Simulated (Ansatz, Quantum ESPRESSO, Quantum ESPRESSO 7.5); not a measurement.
**The work function of Ca(111), 5 layers, one monolayer of S on hcp sites, level by level**

How much energy does it take to lift an electron out of Ca(111), 5 layers, one monolayer of S on hcp sites, and how far do the settings matter?

Program: Quantum ESPRESSO 7.5. Level of theory: plane-wave DFT, PBE, GBRV ultrasoft pseudopotentials (geometry and cross-check by Ansatz 0.2.0 with PAW datasets; geometry under PBE). Results are calculated unless marked as measured.

Most raw output is cut from this account.

### Step 1. Set-up

The cell holds 6 atoms: 5 Ca and 1 S. Cell: a = 3.946 Å, b = 3.946 Å, c = 31.886 Å, α = 90.0°, β = 90.0°, γ = 60.0°. It derives from Ca. Vacuum lies along c.

### Step 2. Geometry from Ansatz

The geometry comes first, from a plane-wave PAW code, so that the later runs on this slab share one structure.

input.yaml reads:

```yaml
crystal:
  lattice:
    - [3.945655839, 0.0, 0.0]
    - [1.9728279195, 3.4170381912, 0.0]
    - [0.0, 0.0, 31.8864580083]
  atoms:
    - { symbol: Ca, position: [0.6666666667, 0.6666666667, 0.2602985881] }
    - { symbol: Ca, position: [0.0, 0.0, 0.3613325287] }
    - { symbol: Ca, position: [0.3333333333, 0.3333333333, 0.4623664692] }
    - { symbol: Ca, position: [0.6666666667, 0.6666666667, 0.5634004097] }
    - { symbol: Ca, position: [0.0, 0.0, 0.6644343502] }
    - { symbol: S, position: [0.6666666667, 0.6666666667, 0.7160300826] }
kpoints:
  mp_grid: { grid: [6, 6, 1] }
hamiltonian:
  xc: pbe
scf:
  occupations: { method: fermi_dirac, width: 0.1 }
  convergence: { dr2_threshold: 1.0e-08 }
efield:
  axis: 3
  dipole_correction: true
  ramp_position: 0.97
  ramp_width: 0.04
relax:
  f_tol: 0.01
  constraints: [{ sites: [0, 1, 2] }]
output:
  write_potential: true
  write_density: true
  volumetric_format: npy
```

On the command line:

```console
ansatz run input.yaml --threads 4 --pin off --max-ram 8192MiB --backend cpu --events-out ev --progress --plain --runs-dir out
```

Elapsed: 23 s, on 4 threads of Intel Xeon Platinum 8375C at 2.90GHz (Ice Lake), shared host; peak memory 0.74 GiB; 86 s of CPU time.

Relaxation path:

| step | energy less that of the first step (eV) | largest force component (eV/Å) |
| --- | --- | --- |
| 1 | 0.0000 | 1.9621 |
| 2 | -0.5279 | 0.8114 |
| 3 | -0.6106 | 0.2449 |
| 4 | -0.6182 | 0.0595 |
| 5 | -0.6213 | 0.0288 |
| 6 | -0.6233 | 0.0187 |
| 7 | -0.6236 | 0.0092 |

Forces are held to the 6 operations that the run works with; a distortion that breaks them can't arise in this run.

The atoms that moved most (Å):

| atom | dx | dy | dz | length |
| --- | --- | --- | --- | --- |
| S6 | 0.000 | 0.000 | -0.644 | 0.644 |
| Ca4 | 0.000 | 0.000 | -0.056 | 0.056 |
| Ca5 | 0.000 | 0.000 | -0.030 | 0.030 |

The relaxed structure:

```cif
data_structure
_symmetry_space_group_name_H-M 'P 1'
_symmetry_Int_Tables_number 1
_cell_length_a 3.9457
_cell_length_b 3.9457
_cell_length_c 31.8865
_cell_angle_alpha 90.000
_cell_angle_beta 90.000
_cell_angle_gamma 60.000
_cell_volume 429.91
loop_
_atom_site_label
_atom_site_type_symbol
_atom_site_fract_x
_atom_site_fract_y
_atom_site_fract_z
_atom_site_occupancy
Ca1 Ca 0.66667 0.66667 0.26030 1
Ca2 Ca 0.00000 0.00000 0.36133 1
Ca3 Ca 0.33333 0.33333 0.46237 1
Ca4 Ca 0.66667 0.66667 0.56164 1
Ca5 Ca 0.00000 0.00000 0.66349 1
S6 S 0.66667 0.66667 0.69582 1
```

The relaxation lowers the energy by 104 meV an atom. Held were the atoms numbered 1, 2 and 3; the forces quoted are those on the free ones.

This step gave:

| Property | Result |
| --- | --- |
| free energy | -9988.0213 eV |
| energy at zero smearing | -9987.9164 eV |
| smearing term TS | 0.2098 eV |
| Fermi energy | 0.2165 eV |
| symmetry operations | 6 |
| work function of the upper face | 6.728 eV |
| work function of the lower face | 3.006 eV |
| dipole along the normal | -0.2773 e·Å |

### Step 3. Self-consistent run

The two faces differ, so the slab has a dipole. tefield with eamp = 0 and dipfield cancel the false field of the periodic images; the ramp (emaxpos, eopreg) must lie in the vacuum. pw.x drops all symmetry for this, which costs k-points.

Level of this step: plane-wave DFT, PBE, GBRV ultrasoft pseudopotentials (Quantum ESPRESSO 7.5).

scf.in reads:

```
&control
  prefix = 'scf'
  outdir = './out'
  pseudo_dir = './pseudo'
  calculation = 'scf'
  tprnfor = .true.
  tefield = .true.
  dipfield = .true.
/
&system
  ibrav = 0
  nat = 6
  ntyp = 2
  ecutwfc = 40
  ecutrho = 200
  occupations = 'smearing'
  smearing = 'mv'
  degauss = 0.02
  edir = 3
  emaxpos = 0.97
  eopreg = 0.04
  eamp = 0.0
/
&electrons
  conv_thr = 1e-07
  mixing_beta = 0.4
  electron_maxstep = 120
  mixing_mode = 'local-TF'
/
ATOMIC_SPECIES
  Ca  40.0780  ca_pbe_v1.uspp.F.UPF
  S   32.0600  s_pbe_v1.4.uspp.F.UPF
CELL_PARAMETERS angstrom
  3.94565583902055 0.00000000000000 0.00000000000000
  1.97282791951028 3.41703819118220 0.00000000000000
  0.00000000000000 0.00000000000000 31.88645800830000
ATOMIC_POSITIONS crystal
  Ca  0.666666666667 0.666666666667 0.260298588100
  Ca  -0.000000000000 -0.000000000000 0.361332528700
  Ca  0.333333333333 0.333333333333 0.462366469200
  Ca  0.666666666667 0.666666666667 0.561644376011
  Ca  -0.000000000000 -0.000000000000 0.663485531485
  S   0.666666666667 0.666666666667 0.695824432180
K_POINTS automatic
  6 6 1 0 0 0
```

On the command line:

```console
OMP_NUM_THREADS=1 mpirun -n 4 pw.x -nk 2 -in scf.in > scf.out
```

Run time: 3.9 min. Hardware: 4 MPI ranks; peak memory 0.87 GiB.

Read from the output:

```
free energy             : -5426.4543 eV
Fermi energy            : 0.164 eV
dipole along the normal : -0.2999 e·Å
```

The program's own clock; routines nest. Time by routine:

| routine | wall time (s) | calls |
| --- | --- | --- |
| PWSCF | 234.1 | 1 |
| electrons | 228.6 | 1 |
| c_bands | 141.8 | 39 |
| cegterg | 117.2 | 390 |
| h_psi | 94.41 | 1190 |
| fftw | 85.21 | 69854 |
| vloc_psi | 81.15 | 1190 |
| sum_band | 43.34 | 39 |
| mix_rho | 23.71 | 39 |
| newd | 14.1 | 40 |
| calbec | 10.19 | 1620 |
| ffts | 9.94 | 4417 |
| h_psi:calbec | 6.94 | 1190 |
| v_of_rho | 5.61 | 40 |

The run needed 39 iterations to bring the estimated error under 1e-07 Ry; the largest force on any atom, held or free, is 0.18 eV/Å.

### Step 4. Electrostatic potential

plot_num = 11 writes the bare and Hartree potential. It leaves out exchange and correlation, which fade slowly, so it flattens close to the surface.

pot.in reads:

```
&inputpp
  prefix = 'scf'
  outdir = './out'
  filplot = 'pot.dat'
  plot_num = 11
/
```

On the command line:

```console
OMP_NUM_THREADS=1 mpirun -n 4 pp.x -in pot.in > pot.out
```

The job ended after 2.3 s (4 MPI ranks; peak memory 0.27 GiB).

Read from the output:

- work function of the upper face: 6.990 eV
- slope of the potential above: 7.14e-6 eV/Å
- upper vacuum line continued to the top atoms, over the Fermi level: 6.990 eV
- work function of the lower face: 2.964 eV
- slope of the potential below: -0.001778 eV/Å
- lower vacuum line continued to the bottom atoms, over the Fermi level: 2.953 eV

The potential energy, planar mean oscillates, so the rows of the table below give means over windows of 3.27 Å about each position, cut where the curve ends. Its maxima inside the range that stand out by 2 % of the span (Å: eV): 10.0: 1.60, 13.2: 1.67, 16.4: 1.49, 19.7: 1.41, 30.8: 6.99. Its minima: 8.3: -11.6, 11.5: -11.4, 14.7: -11.4, 17.9: -11.4, 21.1: -8.98.

Electrostatic potential energy of an electron, with the sawtooth; zero at the Fermi level. Table of potential energy, planar mean by z; means over each step:

z (Å), potential energy, planar mean (eV) and a bar from the least value:
```
     1.64        3.0 ###################
     4.91        2.8 ###################
     8.18       -3.4 ##
    11.45       -3.2 ##
    14.72       -3.2 ##
    17.99       -3.4 ##
    21.26       -4.0 
    24.53        6.6 #############################
    27.80        7.0 ##############################
    31.07        6.5 #############################
```

Electrostatic potential energy in the ca plane at fractional y = 0.667, with atoms of Ca and S within 0.2 Å of it. With pseudopotentials it is smooth inside the atoms' cores, unlike the true potential.

Values in eV, 6 rows by 16 columns, each cell a mean:
```
  1   0   1  -5 -19  -4   2   2  -9   0   7   7   7   7   7   7
  3   2   1 -20 -58 -14   3   1 -52 -24   6   7   7   7   7   7
  2   2   1 -15 -50 -10   2   1 -41 -16   6   7   7   7   7   7
  0  -1   1  -2  -8  -2   2   1  -1   4   7   7   7   7   7   7
 -2  -5   1   2   1   1   1  -2   2   6   7   7   7   7   7   7
 -2  -4   1   1  -1   1   1  -1   2   6   7   7   7   7   7   7
```
Columns run along c (16.0 Å, from fractional 0.43 to 0.93 of the cell; values clipped at the 3rd and 97th percentile), rows up along a (3.9 Å). Atoms in or near the plane, at fractional coordinates: Ca at (0.56, 0.67), S at (0.70, 0.67).

The vacuum is flat to 1.8 meV/Å, so its level is well defined. Inside the slab the curve depends on the local part of the pseudopotentials; only the vacuum level has a meaning of its own.

### Step 5. Macroscopic average

average.x takes the planar mean and smooths it over a window of one repeat.

avg.in reads:

```
1
pot.dat
1.0
396
3
6.0879690881
```

On the command line:

```console
OMP_NUM_THREADS=1 average.x < avg.in > avg.out
```

It took 1.1 s on 1 MPI rank; peak memory 0.12 GiB.

Read from the output:

```
average.x's running mean inside the slab, on the run's own zero                  : -3.095 eV
mean potential by an exact Fourier window inside the slab, on the run's own zero : -3.095 eV
```

Electrostatic potential energy of an electron, with the sawtooth; zero at the Fermi level; window 3.2216 Å. Potential energy against z:

| z (Å) | planar mean (eV) | running mean (eV) |
| --- | --- | --- |
| 0 | 3.97 | 4.58 |
| 1 | 2.96 | 3.39 |
| 2 | 2.96 | 2.96 |
| 3 | 2.96 | 2.96 |
| 4 | 2.96 | 2.93 |
| 5 | 2.90 | 2.76 |
| 6 | 2.55 | 1.80 |
| 7 | 0.654 | -1.90 |
| 8 | -9.28 | -3.47 |
| 9 | -2.91 | -3.41 |
| 10 | 1.58 | -3.30 |
| 11 | -5.50 | -3.29 |
| 12 | -6.19 | -3.27 |
| 13 | 1.59 | -3.25 |
| 14 | -2.30 | -3.25 |
| 15 | -9.61 | -3.30 |
| 16 | 0.975 | -3.47 |
| 17 | -0.724 | -3.41 |
| 18 | -11.2 | -3.45 |
| 19 | -0.146 | -3.16 |
| 20 | 1.08 | -2.56 |
| 21 | -8.15 | -4.06 |
| 22 | -7.53 | -3.06 |
| 23 | 4.21 | 0.955 |
| 24 | 6.87 | 5.37 |
| 25 | 6.98 | 6.91 |
| 26 | 6.99 | 6.99 |
| 27 | 6.99 | 6.99 |
| 28 | 6.99 | 6.99 |
| 29 | 6.99 | 6.99 |
| 30 | 6.99 | 6.76 |
| 31 | 6.77 | 5.69 |

Where the running mean is not flat inside, average.x's window, rounded to the grid, doesn't match the spacings there.

### Step 6. Density by pp.x

The density shows how far the electrons spill into the vacuum.

rho.in reads:

```
&inputpp
  prefix = 'scf'
  outdir = './out'
  filplot = 'rho.dat'
  plot_num = 0
/
```

On the command line:

```console
OMP_NUM_THREADS=1 mpirun -n 4 pp.x -in rho.in > rho.out
```

Wall time 2.4 s (4 MPI ranks); peak memory 0.49 GiB.

Numbers from this step:

| Property | Result |
| --- | --- |
| electrons by integration | 56.00 e |

Mean over planes. Valence density, planar mean against z:

z (Å), valence density, planar mean (e/Å³) and a bar:
```
        3      0.000 
        4      0.000 
        5      0.001 
        6      0.007 
        7      0.031 #
        8      0.513 #########################
        9      0.173 ########
       10      0.050 ##
       11      0.315 ###############
       12      0.357 #################
       13      0.051 ##
       14      0.149 #######
       15      0.533 ##########################
       16      0.055 ###
       17      0.092 ####
       18      0.581 ############################
       19      0.054 ###
       20      0.045 ##
       21      0.624 ##############################
       22      0.378 ##################
       23      0.134 ######
       24      0.007 
       25      0.000 
       26      0.000
```

Valence density in the ca plane at fractional y = 0.667, with atoms of Ca and S within 0.2 Å of it. It is the smooth field of the valence electrons, not physical close to the nuclei.

Values in e/Å³, 6 rows by 16 columns, each cell a mean:
```
0.1 0.1 0.1 0.2 0.8 0.1 0.0 0.2 0.7 0.4 0.0 0.0 0.0 0.0 0.0 0.0
0.1 0.1 0.1 1.0 3.9 0.6 0.1 0.3 0.9 0.7 0.0 0.0 0.0 0.0 0.0 0.0
0.1 0.1 0.1 0.7 3.4 0.4 0.1 0.3 0.9 0.6 0.0 0.0 0.0 0.0 0.0 0.0
0.1 0.1 0.1 0.1 0.3 0.1 0.0 0.1 0.4 0.2 0.0 0.0 0.0 0.0 0.0 0.0
0.1 0.1 0.1 0.1 0.1 0.0 0.0 0.1 0.1 0.0 0.0 0.0 0.0 0.0 0.0 0.0
0.1 0.1 0.1 0.1 0.1 0.0 0.0 0.1 0.1 0.1 0.0 0.0 0.0 0.0 0.0 0.0
```
Columns run along c (16.0 Å, from fractional 0.43 to 0.93 of the cell), rows up along a (3.9 Å). Atoms in or near the plane, at fractional coordinates: Ca at (0.56, 0.67), S at (0.70, 0.67).

The density integrates to 56.000 electrons, as the 56 of the input ask.

### Step 7. Projections on atomic orbitals

Projections on atomic orbitals tell which layers and orbitals hold the states near the zero of energy.

pdos.in reads:

```
&projwfc
  prefix = 'scf'
  outdir = './out'
  filpdos = 'pdos'
  Emin = -7.836
  Emax = 4.164
  DeltaE = 0.1
  ngauss = 0
  degauss = 0.01
/
```

On the command line:

```console
OMP_NUM_THREADS=1 mpirun -n 4 projwfc.x -in pdos.in > pdos.out
```

It took 2.9 s on 4 MPI ranks; peak memory 0.29 GiB; 11 s of CPU time.

Numbers from this step:

| Property | Result |
| --- | --- |
| spilling of the projection | 0.0124 |

Projected DOS an atom over height of the atomic layer and energy from the Fermi level. Columns are the atomic layers from the bottom up.

Values in states/eV, 22 rows by 6 columns, each cell a mean:
```
2.27 2.01 1.87 1.97 0.31 0.20
1.56 1.24 1.25 1.54 0.29 0.37
0.75 0.84 0.85 0.71 0.83 3.90
0.62 0.49 0.58 0.44 0.65 2.71
0.78 0.85 0.69 0.90 0.68 2.42
0.55 0.75 0.81 0.51 0.83 1.85
0.35 0.23 0.22 0.27 0.22 0.34
0.63 0.48 0.49 0.64 0.11 0.08
0.20 0.33 0.38 0.25 0.02 0.02
0.27 0.18 0.10 0.30 0.02 0.01
0.14 0.29 0.30 0.19 0.01 0.00
0.02 0.05 0.06 0.03 0.00 0.00
0.00 0.00 0.00 0.00 0.00 0.00
0.00 0.00 0.00 0.00 0.00 0.00
0.00 0.00 0.00 0.00 0.00 0.00
0.00 0.00 0.00 0.00 0.00 0.00
0.00 0.00 0.00 0.00 0.00 0.00
0.00 0.00 0.00 0.00 0.00 0.00
0.00 0.00 0.00 0.00 0.00 0.00
0.00 0.00 0.00 0.00 0.00 0.00
0.00 0.00 0.00 0.00 0.00 0.00
0.00 0.00 0.00 0.00 0.00 0.00
```
Columns: height of the atomic layer (Å) from 8.3 to 22.2 (not evenly spaced); rows upwards: energy from the Fermi level (eV) from -8 to 0.7.

The atomic orbitals miss 1.2 % of the occupied states; for empty states the projections can miss much more.

### Step 8. SCF with pw.x: open boundaries by the effective screening medium

The effective screening medium with bc1 puts vacuum on both sides and removes the images along the normal. The slab must sit about z = 0, symmetry is kept, and the .esm1 file holds the planar potential.

esm.in reads:

```
&control
  prefix = 'esm'
  outdir = './out'
  pseudo_dir = './pseudo'
  calculation = 'scf'
  tprnfor = .true.
/
&system
  ibrav = 0
  nat = 6
  ntyp = 2
  ecutwfc = 40
  ecutrho = 200
  occupations = 'smearing'
  smearing = 'mv'
  degauss = 0.02
  assume_isolated = 'esm'
  esm_bc = 'bc1'
/
&electrons
  conv_thr = 1e-07
  mixing_beta = 0.4
  electron_maxstep = 120
  mixing_mode = 'local-TF'
/
ATOMIC_SPECIES
  Ca  40.0780  ca_pbe_v1.uspp.F.UPF
  S   32.0600  s_pbe_v1.4.uspp.F.UPF
CELL_PARAMETERS angstrom
  3.94565583902055 0.00000000000000 0.00000000000000
  1.97282791951028 3.41703819118220 0.00000000000000
  0.00000000000000 0.00000000000000 31.88645800830000
ATOMIC_POSITIONS crystal
  Ca  0.666666666667 0.666666666667 -0.217762922040
  Ca  -0.000000000000 -0.000000000000 -0.116728981440
  Ca  0.333333333333 0.333333333333 -0.015695040940
  Ca  0.666666666667 0.666666666667 0.083582865871
  Ca  -0.000000000000 -0.000000000000 0.185424021345
  S   0.666666666667 0.666666666667 0.217762922040
K_POINTS automatic
  6 6 1 0 0 0
```

On the command line:

```console
OMP_NUM_THREADS=1 mpirun -n 4 pw.x -nk 2 -in esm.in > esm.out
```

Run time: 3 min. Hardware: 4 MPI ranks; peak memory 0.88 GiB.

Read from the output:

- free energy: -5426.4544 eV
- Fermi energy: -4.979 eV
- vacuum line at the lower end of the cell, over the Fermi level: 2.975 eV
- vacuum line at the upper end of the cell, over the Fermi level: 6.983 eV

Electrostatic potential energy of an electron; zero at the Fermi level. Potential energy, planar mean against z:

z (Å), potential energy, planar mean (eV) and a bar from the least value:
```
      -15        3.0 #######################
      -14        3.0 #######################
      -13        3.0 #######################
      -12        3.0 #######################
      -11        3.0 #######################
      -10        2.9 #######################
       -9        2.3 ######################
       -8       -0.4 ##################
       -7      -11.4 
       -6       -0.5 ##################
       -5        1.1 ####################
       -4       -9.4 ###
       -3       -2.6 ##############
       -2        1.6 #####################
       -1       -5.9 #########
        0       -5.8 #########
        1        1.5 #####################
        2       -3.3 #############
        3       -8.7 #####
        4        0.8 ####################
        5        0.3 ###################
        6       -9.0 ####
        7       -6.8 ########
        8        5.7 ############################
        9        6.9 ##############################
       10        7.0 ##############################
       11        7.0 ##############################
       12        7.0 ##############################
       13        7.0 ##############################
       14        7.0 ##############################
       15        7.0 ##############################
```

The vacuum levels are read from the outermost 0.7 Å of the cell on either side.

The run needed 49 iterations to bring the estimated error under 1e-07 Ry; the largest force on any atom, held or free, is 0.18 eV/Å.

The upper level is 6.983 eV against 6.990 eV from the periodic run.

### Step 9. Self-consistent run: PBE, SG15 norm-conserving

The geometry stays; functional or pseudopotentials change.

Level of this step: plane-wave DFT, PBE, SG15 norm-conserving pseudopotentials (Quantum ESPRESSO 7.5).

sg15-pbe.in, as its differences from the input of step 8:

```diff
@@ -1,3 +1,3 @@
 &control
-  prefix = 'esm'
+  prefix = 'sg15-pbe'
   outdir = './out'
@@ -11,4 +11,4 @@
   ntyp = 2
-  ecutwfc = 40
-  ecutrho = 200
+  ecutwfc = 60
+  ecutrho = 240
   occupations = 'smearing'
@@ -26,4 +26,4 @@
 ATOMIC_SPECIES
-  Ca  40.0780  ca_pbe_v1.uspp.F.UPF
-  S   32.0600  s_pbe_v1.4.uspp.F.UPF
+  Ca  40.0780  Ca_ONCV_PBE-1.2.upf
+  S   32.0600  S_ONCV_PBE-1.2.upf
 CELL_PARAMETERS angstrom
```

On the command line:

```console
OMP_NUM_THREADS=1 mpirun -n 4 pw.x -nk 2 -in sg15-pbe.in > sg15-pbe.out
```

Elapsed: 6.5 min, on 4 MPI ranks; peak memory 0.7 GiB.

This step gave:

| Property | Result |
| --- | --- |
| free energy | -5296.8586 eV |
| Fermi energy | -4.977 eV |
| vacuum line at the lower end of the cell, over the Fermi level | 2.960 eV |
| vacuum line at the upper end of the cell, over the Fermi level | 6.995 eV |

The potential energy, planar mean oscillates, so the rows of the table below give means over windows of 3.19 Å about each position, cut where the curve ends. Its maxima inside the range that stand out by 2 % of the span (Å: eV): -5.3: 1.61, -2.1: 1.68, 1.1: 1.50, 4.5: 1.41. Its minima: -6.9: -7.77, -3.7: -7.68, -0.5: -7.64, 2.7: -7.67, 6.9: -13.6.

Electrostatic potential energy of an electron; zero at the Fermi level. The potential energy, planar mean by z; means over each step:

z (Å), potential energy, planar mean (eV) and a bar from the least value:
```
   -14.34        3.0 #################
   -11.15        2.9 #################
    -7.96       -1.7 ##
    -4.78       -2.3 
    -1.59       -2.2 #
     1.60       -2.4 
     4.79       -1.5 ###
     7.98        1.2 ###########
    11.17        7.0 ##############################
    14.36        7.0 ##############################
```

The upper face goes from 6.983 eV (PBE, GBRV) to 6.995 eV, a change of +0.011 eV, a small one, from the pseudopotentials and their cutoffs.

(Part 1 of 2 ends here.)

[Logs are printed without paths, hosts, clocks, repeated set-up lines and the standing remarks that a program may print on its own settings, such as how far it seeks lower states.]

[Hosts, paths, dates, database ids (printed as entryN), source tags and the programs' standing remarks are cut or masked in the printed files.]

[Maps of the electrostatic potential energy from Ansatz leave out the sawtooth potential of an applied field or a dipole correction, so their vacuum need not be flat; planar profiles and work functions include it.]
